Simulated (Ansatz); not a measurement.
Structure relaxation of W

All numbers below come from DFT PBE, scalar-relativistic, plane waves, PAW (Ansatz).

The start is a random cell of W with space group P6mm (No. 183), drawn with lower limits on the distances.

Input of the last, converged step (default PAW datasets):

```yaml
crystal:
  lattice:
    - [5.3935719901, 0.0, 0.0]
    - [-2.696785995, 4.6709703605, 0.0]
    - [0.0, 0.0, 2.6549528307]
  atoms:
    - { symbol: W, position: [0.0, 0.0, 0.0] }
    - { symbol: W, position: [0.0, 0.5, 0.5] }
    - { symbol: W, position: [0.5, 0.0, 0.5] }
    - { symbol: W, position: [0.5, 0.5, 0.5] }
basis:
  ecutwfc: 420
kpoints:
  mp_grid: { grid: [12, 12, 18] }
hamiltonian:
  xc: pbe
scf:
  occupations: { method: gaussian, width: 0.1 }
output:
  forces: true
  stress: true
  eigenvalues: true
relax:
  adjacent_minimum: "off"
  f_tol: 0.01
  max_steps: 80
  cell: { stress_tol: 0.05 }
```

It can be run as:

```bash
ansatz run input.yaml --threads 1 --pin off --backend cpu --events-out ev --progress --plain --runs-dir out  # memory cap (--max-ram) not shown
```

The program printed at the end:

```
SCF converged after 4 iterations
Free energy (F): -41537.115380 eV
Harris-Foulkes:  -41537.115380 eV  (|F-HF|=0.00e0)
Internal energy: -41537.100545 eV  (E = F + TS)
E sigma→0 (E₀):  -41537.107963 eV
Entropy (-TS):   -0.014835 eV (-3.709 meV/atom)
Fermi energy:    21.323729 eV
--- Per-component energies (eV) ---
  E_band       = -395.928524
  E_kinetic    = 1796.451678
  E_local      = -2604.291692  (includes V_loc(G=0)·N_el)
  E_nonlocal   = 4.450165
  E_hartree    = 929.899796
  E_xc         = -1065.558957
  E_vxc        = -952.325752  (∫ρ·V_xc dr)
  E_paw        = -34250.193170  (= ΣΔE_a)
  E_vpaw       = -500.012307  (= ΣTr[D̂ρ^β])
  E_aug_tail   = -0.000240  (compensation charges beyond the density's cutoff)
  E_ewald      = -6347.858125
  E_smearing   = -0.014835  (= −TS)
  E_closure    =  0.000000  (closes the sum)
  Σ components = -41537.115380   (vs F -41537.115380, Δ=0.00e0)
--- Forces (eV/Å), atoms counted from 1 ---
  atom   1  W      0.00000000     0.00000000     0.00000000
  atom   2  W      0.00000000     0.00000000     0.00000000
  atom   3  W      0.00000000     0.00000000     0.00000000
  atom   4  W      0.00000000     0.00000000     0.00000000
  max |Σ_I F_I| component: 8.41e-30 eV/Å
--- Stress (GPa, compression-positive) ---
        0.014208       0.000000       0.000000
        0.000000       0.014208       0.000000
        0.000000       0.000000       0.010145
  P = ⅓ Tr σ = 0.0129 GPa (0.129 kbar)
--- Relaxed structure (4 steps of the walk, 4 accepted, 1 SCFs on fresh bases) ---
  F+E_penalty+E_count = -41537.11538026 eV   max|allowed force component| = 8.415e-30 eV/Å   (the final SCF, on the basis selected at the relaxed cell)
  cell:  # Å, volume = 66.9505 Å³
    - [5.381518, 0.000000, 0.000000]
    - [-2.690759, 4.660532, 0.000000]
    - [0.000000, 0.000000, 2.669400]
  atoms:
    - { symbol: W, position: [0.000000, 0.000000, 0.000000] }
    - { symbol: W, position: [0.000000, 0.500000, 0.5] }
    - { symbol: W, position: [0.5, 0.000000, 0.5] }
    - { symbol: W, position: [0.5, 0.500000, 0.5] }
```

Total energies depend on the potentials used, so only differences within one code and one set of settings carry meaning.

The result has space group P6/mmm (No. 191). W on Wyckoff site a (1 atom of the primitive cell) is coordinated by 2 W at 2.67 Å and 12 W at 3.00 Å; W on Wyckoff site g (3 atoms of the primitive cell) is coordinated by 6 W at 2.67–2.69 Å and 4 W at 3.00 Å.

It lies 0.55 eV/atom above the element's standard state at the same level.

For metals, differences of a few meV/atom aren't resolved. Spin–orbit coupling is left out.

A structure relaxed within its symmetry needn't be a true minimum.